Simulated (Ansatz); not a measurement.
The system is BeTe.

```
Te Be
1.0
     0.00000    2.77000    2.77000
     2.77000    0.00000    2.77000
     2.77000    2.77000    0.00000
Te Be
1 1
Cartesian
  4.1550 4.1550 4.1550
  0.0000 0.0000 0.0000
```

- Program: Ansatz 0.2.0
- Task: relaxation of cell and atoms
- Functional: PBE
- Potentials or basis: all-electron LAPW, scalar-relativistic
- Basis error allowed: 0.001 eV/atom
- k mesh: 8 × 8 × 8
- Occupations: fermi-dirac, width 0.05 eV
- Spin: no spin polarisation

At the start: volume 21.25 Å³/atom.

Task: Where does the relaxation end?

Result: Over 5 steps the energy falls by 18.4 meV/atom and the volume is 22.71 Å³/atom (+6.9 %); space group F-43m (No. 216, to 0.05 Å).

Step by step:
```tsv
step	energy change (eV)	largest force (eV/Å)	volume (Å³)
1	0.0000	0.0000	42.51
2	-0.0339	0.0000	46.31
3	-0.0368	0.0000	45.51
4	-0.0369	0.0000	45.42
5	-0.0369	0.0000	45.42
```

Final structure:
```yaml
crystal:
  lattice:
    - [0.00000, 2.83196, 2.83196]
    - [2.83196, 0.00000, 2.83196]
    - [2.83196, 2.83196, 0.00000]
  atoms:
    - { symbol: Te, position: [0.75000, 0.75000, 0.75000] }
    - { symbol: Be, position: [0.00000, 0.00000, 0.00000] }
```
